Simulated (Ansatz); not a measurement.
A run of Ansatz 0.2.0 is set up as follows.

input.yaml

```yaml
crystal:
  lattice:
    - [3.07218072, 0.0, 0.0]
    - [0.0, 3.07218072, 0.0]
    - [0.0, 0.0, 3.07218072]
  atoms:
    - { symbol: Mn, position: [-0.007397, 0.000749, 0.007781], spin: 4.0 }
    - { symbol: Si, position: [0.482753, 0.492536, 0.49839] }
kpoints:
  mp_grid: { grid: [9, 9, 9] }
scf:
  occupations: { method: fermi_dirac, width: 0.05 }
hamiltonian:
  xc: pbe
  pseudopotentials: { kind: all_electron, lapw: { basis_error: 0.001 } }
magnetization:
  spin_polarized: true
output:
  forces: true
  stress: true
  eigenvalues: true
  populations: true
```

Potentials or basis: all-electron LAPW, scalar-relativistic.

Command:

```sh
$ ansatz run input.yaml --threads 2 --pin off --max-ram 6144MiB --backend cpu --events-out ev --progress --plain --runs-dir out
```

Estimate the band gap on the k mesh.

none (metal or under the smearing width).

What does it give for the net moment?

0.97 μB per cell.

What does it give for the pressure?

-30.6 GPa.

Stress tensor (GPa, compression positive):
```
-30.58   0.07   0.09
  0.07 -30.56   0.07
  0.09   0.07 -30.57
```

Caveat: the cell as given lies far from equilibrium.
